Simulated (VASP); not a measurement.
Wanted: the native input for a VASP 6.6.1 run.

* Task: single point
* Functional: PBEsol
* Potentials or basis: VASP PAW PBE potentials, release 64 (Cd, S)
* Cutoff: 520 eV
* k mesh: 8 × 8 × 8
* Occupations: fermi-dirac, width 0.05 eV
* Spin: no spin polarisation
* Ladder: free
* Further INCAR settings: ALGO = Normal; EDIFF = 1e-07; NBANDS = 16

The structure of CdS (Hawleyite) lies in POSCAR:

```
CdS
1.0
    0.0000000000      2.9165000000      2.9165000000
    2.9165000000      0.0000000000      2.9165000000
    2.9165000000      2.9165000000      0.0000000000
Cd S
1 1
Direct
    0.0000000000      0.0000000000      0.0000000000
    0.7500000000      0.7500000000      0.7500000000
```

One way to write it, as run:

INCAR

```
SYSTEM = CdS
ALGO = Normal
EDIFF = 1E-7
ENCUT = 520
GGA = PS
ISIF = 2
ISMEAR = -1
LASPH = .TRUE.
LCHARG = .FALSE.
LREAL = .FALSE.
LWAVE = .FALSE.
NBANDS = 16
NELM = 100
PREC = Accurate
SIGMA = 0.05
```

KPOINTS

```
k-points
0
G
  8 8 8
  0 0 0
```

Potentials or basis: VASP PAW PBE potentials, release 64 (Cd, S).

Run with:

```bash
$ cat potpaw_PBE.64/Cd/POTCAR potpaw_PBE.64/S/POTCAR > POTCAR
$ mpirun -np 1 vasp_std > vasp.out
```

It gave:

```
Pressure               : 0.1 GPa
Band gap on the k mesh : 1.01 eV, direct
```

Caveat: the PAW data sets were made with another functional, which shifts forces and pressure a little.

Run time: 15 s on 1 thread of Intel(R) Xeon(R) Platinum 8488C (Sapphire Rapids), on a shared host, peak memory 0.18 GiB.
